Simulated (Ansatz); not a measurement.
# Hf (Pm-3m) in Ansatz: settings compared

Aim: see how the results for Hf move with the level of theory and the settings. Levels: PBE, PBE+D3(BJ), PBE+D3(BJ)-ATM, PBE+D4. Tasks: relaxation of cell and atoms.

Everything below comes from runs of Ansatz 0.2.0. Logs are shortened: lines on timing, memory, paths and dates and some standing lists are left out, and cuts for length are marked.

**1. The structure**

It takes space group Pm-3m (No. 221, cubic). Conventional cell: a = 2.914 Å, b = 2.914 Å, c = 2.914 Å, α = 90.00°, β = 90.00°, γ = 90.00°. Hf (site symmetry m-3m) has 6 Hf at 2.91 Å as nearest neighbours.

The cell was built by a generator and needn't be a form met in nature.

**2. Relaxation of cell and atoms, PBE**

input.yaml reads:

```yaml
crystal:
  lattice:
    - [2.91381, 0.0, 0.0]
    - [0.0, 2.91381, 0.0]
    - [0.0, 0.0, 2.91381]
  atoms:
    - { symbol: Hf, position: [0.5, 0.5, 0.5] }
hamiltonian:
  xc: pbe
  pseudopotentials: { kind: paw }
kpoints:
  mp_grid: { grid: [9, 9, 9] }
scf:
  occupations: { method: fermi_dirac, width: 0.05 }
output:
  forces: true
  stress: true
  eigenvalues: true
relax:
  f_tol: 0.01
  max_steps: 40
  cell: { stress_tol: 0.05 }
```

Potentials or basis: Ansatz PAW.

The run is started by

```bash
ansatz run input.yaml --threads 2 --pin off --max-ram 5632MiB --backend cpu --events-out ev --progress --plain --runs-dir out
```

The log of the run:

```text
Warning: RAYON_NUM_THREADS=2 ignored (pool sized by the plan → 2); use --threads N
Engine: ansatz 0.2.0, aarch64-unknown-linux-gnu
Pseudopotentials: kind: paw
Pseudopotential: Hf, paw, valence charge 26, recommended cutoff 420 eV (normal), Hf.paw.azcp
Functional definition: PBE
  parameter kappa = 0.804
  parameter beta = 0.06672455060314922
  exchange = pbe_x(kappa = kappa, mu = beta*pi^2/3)
  correlation = pbe_c(beta = beta)
Crystal: 1 atoms, lattice volume = 24.739 Å³
Basis set: ecut = 420 eV, 461 PW (Γ), exchange–correlation on 40×40×40 points (8 copies of the dense FFT grid, shifted against one another)
Bands: 17, of which v1, the nominal top of the filled ones, is band 13 counted from 1 (12 counted from 0)
Symmetry: 48 space group operations
Space group: Pm-3m (ITA 221), of the structure as read, at distance tolerance 2.9e-5 Å
k-points: 35 of 729
Non-local potential: Hf, projectors of the file, l = 0: 3, l = 1: 2, l = 2: 2, l = 3: 3
PAW form: soft (Blöchl's): semilocal exchange-correlation on the pseudo side does not see the compensation charge
PAW one-centre angular grid: Hf, 590 points (default); XC on 64 Gauss nodes
Initial density: superposition of atomic densities (neutral atoms: chi_scale 0, normalization atom), corrected by the library's trained network
Initial wavefunctions: pseudopotential atomic-orbital guess
Functional: x = pbe(κ = 0.804, μ = 0.2195149727645171), c = pbe(β = 0.06672455060314922)
SCF iter   1: F=—  HF=-15720.303302 eV  |F-HF|=—  |Δ(HF+E_count)|=         —  Δρ=3.84e-3  dr2=4.56e-3  ethr=1.77e-3  ⟨swp⟩=5.2  Hψ=2598  notcnv=0
preconditioner: auto → none  [metal: Δε(μ)=0.054 eV  Ē_g=18.114 eV  σ=0.050 eV  W_gap=0.26  n_scr=6 (ndim 8)  ℏωp=36.6 eV  f_vac=0.000  D(μ)=1.48/eV (n_scr^D=18)  sad-step TF]
SCF iter   2: F=—  HF=-15720.302609 eV  |F-HF|=—  |Δ(HF+E_count)|=   6.93e-4  Δρ=2.49e-3  dr2=2.17e-3  ethr=1.75e-5  ⟨swp⟩=1.3  Hψ=892  notcnv=0
SCF iter   3: F=—  HF=-15720.302186 eV  |F-HF|=—  |Δ(HF+E_count)|=   4.23e-4  Δρ=7.27e-4  dr2=1.55e-4  ethr=8.36e-6  ⟨swp⟩=2.0  Hψ=886  notcnv=0
SCF iter   4: F=—  HF=-15720.301998 eV  |F-HF|=—  |Δ(HF+E_count)|=   1.89e-4  Δρ=3.17e-4  dr2=1.04e-5  ethr=5.95e-7  ⟨swp⟩=2.1  Hψ=1065  notcnv=0
SCF iter   5: F=—  HF=-15720.302046 eV  |F-HF|=—  |Δ(HF+E_count)|=   4.82e-5  Δρ=1.18e-4  dr2=3.41e-6  ethr=4.01e-8  ⟨swp⟩=2.0  Hψ=1057  notcnv=0
SCF iter   6: F=-15720.302045 eV  HF=-15720.302045 eV  |F-HF|=3.77e-9  |Δ(HF+E_count)|=   8.49e-7  Δρ=1.12e-5  dr2=2.07e-8  ethr=3.85e-10  ⟨swp⟩=4.5  Hψ=3063  notcnv=0
SCF 1 converged in 6 iterations: F = -15720.302045 eV  dr2 = 2.07e-8
relax step   1: F+E_penalty+E_count = -15720.30204504 eV  Δ(F+E_penalty+E_count) = +0.000e0 eV  max|allowed force component| = 0.000e0 eV/Å  Δτ_max = 0.0000 Å  P = +0.103 GPa  Ω = 24.739 Å³  (6 SCF iters, dr2 threshold 1.00e-7 eV, accepted)
Crystal: 1 atoms, lattice volume = 24.802 Å³
Initial density: handed on by an earlier stage of this run
Initial wavefunctions: those handed on with the density
iter 1 solved again at ethr=4.95e-9 eV; its pass at ethr=3.10e-3 eV (dr2=1.29e-6 eV) is discarded
SCF iter   1: F=—  HF=-15720.302006 eV  |F-HF|=—  |Δ(HF+E_count)|=         —  Δρ=9.72e-5  dr2=1.43e-6  ethr=4.95e-9  ⟨swp⟩=3.0  Hψ=3457  notcnv=0
preconditioner: auto → none  [metal: Δε(μ)=0.040 eV  Ē_g=18.065 eV  σ=0.050 eV  W_gap=0.19  n_scr=6 (ndim 8)  ℏωp=36.5 eV  f_vac=0.000  D(μ)=1.51/eV (n_scr^D=18)]
SCF iter   2: F=—  HF=-15720.302037 eV  |F-HF|=—  |Δ(HF+E_count)|=   3.08e-5  Δρ=3.34e-5  dr2=2.00e-7  ethr=4.95e-9  ⟨swp⟩=2.3  Hψ=1008  notcnv=0
SCF iter   3: F=—  HF=-15720.302037 eV  |F-HF|=—  |Δ(HF+E_count)|=   1.05e-8  Δρ=1.13e-5  dr2=1.77e-8  ethr=1.03e-10  ⟨swp⟩=3.8  Hψ=2747  notcnv=0
SCF iter   4: F=-15720.302037 eV  HF=-15720.302037 eV  |F-HF|=2.22e-9  |Δ(HF+E_count)|=   1.78e-8  Δρ=4.28e-6  dr2=1.30e-9  ethr=6.80e-11  ⟨swp⟩=4.5  Hψ=2244  notcnv=0
SCF 2 converged in 4 iterations: F = -15720.302037 eV  dr2 = 1.30e-9
relax step   2: F+E_penalty+E_count = -15720.30203726 eV  Δ(F+E_penalty+E_count) = +7.778e-6 eV  max|allowed force component| = 0.000e0 eV/Å  Δτ_max = 0.0000 Å  P = -0.087 GPa  Ω = 24.802 Å³  energy of the carried Pulay correction = -1.092e-5 eV  (4 SCF iters, dr2 threshold 2.67e-8 eV, accepted)
Crystal: 1 atoms, lattice volume = 24.773 Å³
iter 1 solved again at ethr=1.08e-9 eV; its pass at ethr=3.10e-3 eV (dr2=2.80e-7 eV) is discarded
SCF iter   1: F=—  HF=-15720.302019 eV  |F-HF|=—  |Δ(HF+E_count)|=         —  Δρ=4.22e-5  dr2=3.03e-7  ethr=1.08e-9  ⟨swp⟩=3.1  Hψ=3501  notcnv=0
preconditioner: auto → none  [metal: Δε(μ)=0.039 eV  Ē_g=18.066 eV  σ=0.050 eV  W_gap=0.19  n_scr=6 (ndim 8)  ℏωp=36.5 eV  f_vac=0.000  D(μ)=1.51/eV (n_scr^D=18)]
SCF iter   2: F=—  HF=-15720.302050 eV  |F-HF|=—  |Δ(HF+E_count)|=   3.15e-5  Δρ=1.39e-5  dr2=3.89e-8  ethr=1.08e-9  ⟨swp⟩=2.0  Hψ=999  notcnv=0
SCF iter   3: F=-15720.302050 eV  HF=-15720.302050 eV  |F-HF|=1.04e-8  |Δ(HF+E_count)|=   1.01e-8  Δρ=4.42e-6  dr2=3.00e-9  ethr=7.34e-11  ⟨swp⟩=4.7  Hψ=2310  notcnv=0
SCF 3 converged in 3 iterations: F = -15720.302050 eV  dr2 = 3.00e-9
relax step   3: F+E_penalty+E_count = -15720.30205008 eV  Δ(F+E_penalty+E_count) = -1.282e-5 eV  max|allowed force component| = 0.000e0 eV/Å  Δτ_max = 0.0000 Å  P = +0.000 GPa  Ω = 24.773 Å³  energy of the carried Pulay correction = -5.914e-6 eV  (3 SCF iters, dr2 threshold 1.91e-8 eV, accepted)
Initial wavefunctions: pseudopotential atomic-orbital guess (no wavefunctions were taken with the density)
iter 1 solved again at ethr=4.14e-9 eV; its pass at ethr=3.10e-3 eV (dr2=1.08e-6 eV) is discarded
SCF iter   1: F=—  HF=-15720.302028 eV  |F-HF|=—  |Δ(HF+E_count)|=         —  Δρ=4.71e-6  dr2=3.09e-9  ethr=4.14e-9  ⟨swp⟩=3.7  Hψ=4659  notcnv=0
SCF iter   2: F=—  HF=-15720.302060 eV  |F-HF|=—  |Δ(HF+E_count)|=   3.16e-5  Δρ=3.06e-6  dr2=1.90e-9  ethr=1.19e-11  ⟨swp⟩=3.3  Hψ=1339  notcnv=0
SCF iter   3: F=—  HF=-15720.302060 eV  |F-HF|=—  |Δ(HF+E_count)|=   1.17e-9  Δρ=7.80e-7  dr2=5.72e-11  ethr=7.30e-12  ⟨swp⟩=2.0  Hψ=1055  notcnv=0
SCF iter   4: F=—  HF=-15720.302060 eV  |F-HF|=—  |Δ(HF+E_count)|=  1.13e-10  Δρ=2.62e-7  dr2=7.50e-12  ethr=1.00e-12  ⟨swp⟩=7.2  Hψ=3270  notcnv=0
SCF iter   5: F=-15720.302060 eV  HF=-15720.302060 eV  |F-HF|=0.00e0  |Δ(HF+E_count)|=  9.09e-12  Δρ=2.71e-8  dr2=4.16e-14  ethr=1.00e-12  ⟨swp⟩=5.3  Hψ=2594  notcnv=0
SCF 4 converged in 5 iterations: F = -15720.302060 eV  dr2 = 4.16e-14
relax step   4: F+E_penalty+E_count = -15720.30205966 eV  Δ(F+E_penalty+E_count) = -9.585e-6 eV  max|allowed force component| = 0.000e0 eV/Å  Δτ_max = 0.0000 Å  P = -0.000 GPa  Ω = 24.773 Å³  stress off target by 2.62e-4 GPa  SCF on the basis re-selected at this cell (its energy is not comparable with the rows above)  (5 SCF iters)
basis re-selected at this cell: Δ(F+E_penalty+E_count) = -9.585e-6 eV, ΔP = -0.000 GPa vs the last step (what re-selecting the basis moved, of the pressure what is left beyond the Pulay correction that the steps carried, after the strain that the cell walked since its last selection, with what the two solves' SCF thresholds leave and, on support functions, any second-order correction that the steps lacked; it is no measure of the basis error at this ecutwfc). This SCF's stress stands 2.62e-4 GPa from its target on what of the cell is left free (relax.cell.stress_tol is 5.00e-2 GPa) and its largest allowed force component is 0.00e0 eV/Å (relax.f_tol is 1.00e-2 eV/Å): within both
SCF converged after 5 iterations
Free energy (F): -15720.302060 eV
Harris-Foulkes:  -15720.302060 eV  (|F-HF|=0.00e0)
Internal energy: -15720.289081 eV  (E = F + TS)
E sigma→0 (E₀):  -15720.295570 eV
Entropy (-TS):   -0.012979 eV (-12.979 meV/atom)
Fermi energy:    17.270778 eV
--- Per-component energies (eV) ---
  E_band       = -23.563742
  E_kinetic    = 426.262913
  E_local      = -5513.581942  (includes V_loc(G=0)·N_el)
  E_nonlocal   = -1244.196175
  E_hartree    = 2576.768145
  E_xc         = -300.207467
  E_vxc        = -266.298319  (∫ρ·V_xc dr)
  E_paw        = -6928.218267  (= ΣΔE_a)
  E_vpaw       = 1420.713489  (= ΣTr[D̂ρ^β])
  E_aug_tail   = -0.000001  (compensation charges beyond the density's cutoff)
  E_ewald      = -4737.116286
  E_smearing   = -0.012979  (= −TS)
  E_closure    = -0.000000  (closes the sum)
  Σ components = -15720.302060   (vs F -15720.302060, Δ=0.00e0)
--- Forces (eV/Å), atoms counted from 1 ---
  atom   1  Hf     0.00000000    -0.00000000     0.00000000
  max |Σ_I F_I| component: 1.05e-29 eV/Å
--- Stress (GPa, compression-positive) ---
       -0.000262      -0.000000       0.000000
       -0.000000      -0.000262       0.000000
        0.000000       0.000000      -0.000262
  P = ⅓ Tr σ = -0.0003 GPa (-0.003 kbar)
--- Band table (eV; the first three rows and the last of 35) ---
  k-point 0: bands = ["-44.3596", "-12.6147", "-12.6147", "-12.6147", "5.7087", "5.7087", "5.7087", "5.7439", "5.7600", "5.7600", "5.7600", "10.8631", "15.9295", "15.9295", "23.8024", "23.8024", "23.8024"]
  k-point 1: bands = ["-44.3528", "-12.7291", "-12.6051", "-12.6051", "5.7055", "5.7121", "5.7121", "5.7424", "5.7477", "5.7628", "5.7628", "11.1804", "16.0228", "16.2235", "23.1937", "23.1937", "23.8438"]
  k-point 2: bands = ["-44.3353", "-13.0102", "-12.5807", "-12.5807", "5.6975", "5.7195", "5.7195", "5.7197", "5.7388", "5.7715", "5.7715", "12.0166", "16.2711", "16.9433", "22.0279", "22.0279", "23.9504"]
  k-point 34: bands = ["-44.1912", "-13.2815", "-13.2778", "-13.2778", "5.6913", "5.7197", "5.7200", "5.7200", "5.7610", "5.7610", "5.7623", "16.0158", "16.2384", "16.2384", "24.7135", "24.7886", "24.7886"]
--- Relaxed structure (3 steps of the walk, 3 accepted, 1 SCFs on fresh bases) ---
  F+E_penalty+E_count = -15720.30205966 eV   max|allowed force component| = 0.000e0 eV/Å   (the final SCF, on the basis selected at the relaxed cell)
  cell:  # Å, volume = 24.7730 Å³
    - [2.91513939516703, -2.2870418089598426e-34, 2.808647835564719e-34]
    - [-2.2870418089598426e-34, 2.91513939516703, 0.0]
    - [2.808647835564719e-34, 0.0, 2.91513939516703]
  atoms:
    - { symbol: Hf, position: [0.5, 0.5, 0.5] }
```

It took 2.5 s on 2 threads of Arm Neoverse V1, shared host; peak memory 0.28 GiB.

What came out:

- Free energy: -15720.3021 eV
- Relaxed volume: 24.77 Å³/atom
- Relaxed cell: a = 2.915 Å, b = 2.915 Å, c = 2.915 Å, α = 90.00°, β = 90.00°, γ = 90.00°
- Space group after relaxing (to 0.05 Å): Pm-3m (No. 221)
- Energy gained by relaxing: 0.0 meV/atom
- Ionic steps: 4
- Pressure after relaxing: 0.0 GPa
- Band gap on the k mesh: none (metal or under the smearing width)

Final structure:
```cif
data_structure
_symmetry_space_group_name_H-M 'P 1'
_symmetry_Int_Tables_number 1
_cell_length_a 2.9151
_cell_length_b 2.9151
_cell_length_c 2.9151
_cell_angle_alpha 90.000
_cell_angle_beta 90.000
_cell_angle_gamma 90.000
_cell_volume 24.77
loop_
_atom_site_label
_atom_site_type_symbol
_atom_site_fract_x
_atom_site_fract_y
_atom_site_fract_z
_atom_site_occupancy
Hf1 Hf 0.50000 0.50000 0.50000 1
```

Caveat: the plane-wave basis is chosen anew once the cell has moved, so the energies of steps on either side of that aren't comparable. Spin-orbit coupling is left out, which matters for the levels of Hf.

**3. Relaxation of cell and atoms, PBE+D3(BJ)**

Edit input.yaml of step 2 so:

```diff
@@ -10,2 +10,3 @@
   pseudopotentials: { kind: paw }
+  dispersion: d3bj
 kpoints:
@@ -18,2 +19,6 @@
   eigenvalues: true
+  write_density: true
+  write_potential: true
+  elf: true
+  volumetric_format: npy
 relax:
```

Potentials or basis: Ansatz PAW.

The run is started by

```bash
ansatz run input.yaml --threads 2 --pin off --max-ram 5632MiB --backend cpu --events-out ev --progress --plain --runs-dir out
```

It took 3.3 s on 2 threads of Arm Neoverse V1, shared host; peak memory 0.29 GiB.

It converged, with:

| Property | Result |
| --- | --- |
| Free energy | -15720.7146 eV |
| Relaxed volume | 23.89 Å³/atom |
| Relaxed cell | a = 2.880 Å, b = 2.880 Å, c = 2.880 Å, α = 90.00°, β = 90.00°, γ = 90.00° |
| Space group after relaxing (to 0.05 Å) | Pm-3m (No. 221) |
| Energy gained by relaxing | 6.9 meV/atom |
| Ionic steps | 5 |
| Pressure after relaxing | 0.0 GPa |
| Band gap on the k mesh | none (metal or under the smearing width) |

Step by step:
```tsv
step	energy change (eV)	largest force (eV/Å)	volume (Å³)
1	0.0000	0.0000	24.74
2	-0.0025	0.0000	23.22
3	-0.0070	0.0000	23.91
4	-0.0070	0.0000	23.89
5	-0.0069	0.0000	23.89
```

Final structure:
```yaml
crystal:
  lattice:
    - [2.88027, 0.00000, 0.00000]
    - [0.00000, 2.88027, 0.00000]
    - [0.00000, 0.00000, 2.88027]
  atoms:
    - { symbol: Hf, position: [0.50000, 0.50000, 0.50000] }
```

Levels at points of the mesh, in eV from the Fermi level:
```csv
k point,band 11,band 12,band 13,band 14,band 15,band 16
"(0.00, 0.00, 0.00)",-11.43,-6.51,-1.43,-1.43,6.79,6.79
```

Caveat: the plane-wave basis is chosen anew once the cell has moved, so the energies of steps on either side of that aren't comparable; pairwise dispersion overbinds metals, which lowers pressure and volume. The run has no spin-orbit coupling, so splittings on Hf are missing.

**4. Relaxation of cell and atoms, PBE+D3(BJ)-ATM**

Edit input.yaml of step 3 so:

```diff
@@ -10,3 +10,3 @@
   pseudopotentials: { kind: paw }
-  dispersion: d3bj
+  dispersion: d3bjatm
 kpoints:
@@ -19,6 +19,2 @@
   eigenvalues: true
-  write_density: true
-  write_potential: true
-  elf: true
-  volumetric_format: npy
 relax:
```

The run is started by

```bash
ansatz run input.yaml --threads 2 --pin off --max-ram 5632MiB --backend cpu --events-out ev --progress --plain --runs-dir out
```

It took 2.8 s on 2 threads of Arm Neoverse V1, shared host; peak memory 0.29 GiB.

It converged, with:

```
Free energy                            : -15720.6845 eV
Relaxed volume                         : 24.03 Å³/atom
Relaxed cell                           : a = 2.886 Å, b = 2.886 Å, c = 2.886 Å, α = 90.00°, β = 90.00°, γ = 90.00°
Space group after relaxing (to 0.05 Å) : Pm-3m (No. 221)
Energy gained by relaxing              : 5.0 meV/atom
Ionic steps                            : 4
Pressure after relaxing                : 0.0 GPa
Band gap on the k mesh                 : none (metal or under the smearing width)
```

Step by step:
| step | energy change (eV) | largest force (eV/Å) | volume (Å³) |
| --- | --- | --- | --- |
| 1 | 0.0000 | 0.0000 | 24.74 |
| 2 | -0.0017 | 0.0000 | 23.44 |
| 3 | -0.0051 | 0.0000 | 24.03 |
| 4 | -0.0050 | 0.0000 | 24.03 |

Final structure:
```xyz
1
Lattice="2.8858 0.0000 0.0000 0.0000 2.8858 0.0000 0.0000 0.0000 2.8858" Properties=species:S:1:pos:R:3 pbc="T T T"
Hf    1.4429    1.4429    1.4429
```

Levels at points of the mesh, in eV from the Fermi level:
```
           k point  band 10  band 11  band 12  band 13  band 14  band 15  band 16  band 17
(0.00, 0.00, 0.00)   -11.44   -11.44    -6.50    -1.41    -1.41     6.75     6.75     6.75
```

Caveat: the plane-wave basis is chosen anew once the cell has moved, so the energies of steps on either side of that aren't comparable; pairwise dispersion overbinds metals, which lowers pressure and volume. Spin-orbit coupling is left out, which matters for the levels of Hf.

**5. Relaxation of cell and atoms, PBE+D4**

Edit input.yaml of step 4 so:

```diff
@@ -10,3 +10,3 @@
   pseudopotentials: { kind: paw }
-  dispersion: d3bjatm
+  dispersion: d4
 kpoints:
@@ -19,2 +19,6 @@
   eigenvalues: true
+  write_density: true
+  write_potential: true
+  elf: true
+  volumetric_format: npy
 relax:
```

The run is started by

```bash
ansatz run input.yaml --threads 2 --pin off --max-ram 5632MiB --backend cpu --events-out ev --progress --plain --runs-dir out
```

Run time: 2.8 s. Hardware: 2 threads of Arm Neoverse V1, shared host; peak memory 0.29 GiB.

The run converged. Its results:

| Item | Value |
| --- | --- |
| Free energy | -15720.4931 eV |
| Relaxed volume | 24.39 Å³/atom |
| Relaxed cell | a = 2.900 Å, b = 2.900 Å, c = 2.900 Å, α = 90.00°, β = 90.00°, γ = 90.00° |
| Space group after relaxing (to 0.05 Å) | Pm-3m (No. 221) |
| Energy gained by relaxing | 1.2 meV/atom |
| Ionic steps | 4 |
| Pressure after relaxing | 0.0 GPa |
| Band gap on the k mesh | none (metal or under the smearing width) |

The path:
```tsv
step	energy change (eV)	largest force (eV/Å)	volume (Å³)
1	0.0000	0.0000	24.74
2	-0.0005	0.0000	24.09
3	-0.0013	0.0000	24.39
4	-0.0012	0.0000	24.39
```

Final structure:
```yaml
crystal:
  lattice:
    - [2.89995, 0.00000, 0.00000]
    - [0.00000, 2.89995, 0.00000]
    - [0.00000, 0.00000, 2.89995]
  atoms:
    - { symbol: Hf, position: [0.50000, 0.50000, 0.50000] }
```

Levels at points of the mesh, in eV from the Fermi level:
| k point | band 10 | band 11 | band 12 | band 13 | band 14 | band 15 | band 16 | band 17 |
| --- | --- | --- | --- | --- | --- | --- | --- | --- |
| (0.00, 0.00, 0.00) | -11.47 | -11.47 | -6.45 | -1.38 | -1.38 | 6.64 | 6.64 | 6.64 |

Caveat: the plane-wave basis is chosen anew once the cell has moved, so the energies of steps on either side of that aren't comparable; pairwise dispersion overbinds metals, which lowers pressure and volume. The run has no spin-orbit coupling, so splittings on Hf are missing.

**6. The runs side by side**

```tsv
level	gap on the mesh (eV)	pressure (GPa)	relaxed volume (Å³/atom)
PBE	none	0.0	24.77
PBE+D3(BJ)	none	0.0	23.89
PBE+D3(BJ)-ATM	none	0.0	24.03
PBE+D4	none	0.0	24.39
```

Alike in all rows: task relaxation of cell and atoms; potentials or basis Ansatz PAW; no spin polarisation; cell relaxed; k mesh 9 × 9 × 9; cutoff (eV) 420; smearing fermi-dirac 0.05 eV.

Caveats: the plane-wave basis is chosen anew once the cell has moved, so the energies of steps on either side of that aren't comparable; pairwise dispersion overbinds metals, which lowers pressure and volume (some runs).

Total energies depend on the potentials used, so only differences within one code and one set of settings carry meaning.
